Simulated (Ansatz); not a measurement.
# WC (Qusongite): band structure with PBEsol

The system is WC (Qusongite).

```
CELL_PARAMETERS angstrom
2.90650 0.00000 0.00000
-1.45325 2.51710 0.00000
0.00000 0.00000 2.83660
ATOMIC_POSITIONS crystal
W 0.00000 0.00000 0.00000
C 0.66667 0.33333 0.50000
```

| Quantity | Value |
| --- | --- |
| Program | Ansatz 0.2.0 |
| Task | band structure |
| Functional | PBEsol |
| Potentials or basis | Ansatz PAW |
| Cutoff | 420 eV (not typed: the program's choice for these potentials) |
| k mesh | 7 × 7 × 7 |
| Occupations | fermi-dirac, width 0.05 eV |
| Spin | spin-orbit coupling, no magnetisation |
| Path | [["G", "M", "K", "G", "A", "L", "H", "A"], ["L", "M"], ["K", "H"]] |
| Points for each segment of the path | 14 |

* Pressure: -3.5 GPa
* Band gap on the k mesh: none (metal or under the smearing width)

Stress tensor (GPa, compression positive):
```
-3.21  0.00  0.00
 0.00 -3.21  0.00
 0.00  0.00 -4.16
```

Levels at the corners of the path, in eV from the Fermi level:
```
point  band 15  band 16  band 17  band 18  band 19  band 20  band 21  band 22
    Γ    -3.31    -3.31    -0.05    -0.05     2.92     2.92     3.31     3.31
    M    -3.70    -3.70    -0.57    -0.57     2.21     2.21     4.28     4.28
    K    -3.65    -3.51     0.26     0.60     0.66     1.11     1.94     2.01
    Γ    -3.31    -3.31    -0.05    -0.05     2.92     2.92     3.31     3.31
    A    -2.10    -2.10    -0.97    -0.97    -0.40    -0.40     3.50     3.50
    L    -4.34    -4.34     0.14     0.14     4.30     4.30     5.14     5.14
    H    -1.96    -1.71    -0.81    -0.61     4.19     4.27     6.23     6.49
    A    -2.10    -2.10    -0.97    -0.97    -0.40    -0.40     3.50     3.50
    L    -4.34    -4.34     0.14     0.14     4.30     4.30     5.14     5.14
    M    -3.70    -3.70    -0.57    -0.57     2.21     2.21     4.28     4.28
    K    -3.65    -3.51     0.26     0.60     0.66     1.11     1.94     2.01
    H    -1.96    -1.71    -0.81    -0.61     4.19     4.27     6.23     6.49
```

It took 11 s on 2 threads of Intel(R) Xeon(R) Processor @ 2.70GHz, on a shared host, peak memory 0.39 GiB.

Caveat: the PAW data sets come from PBE, with cores solved anew for the run's functional, which leaves a small shift of forces and pressure.
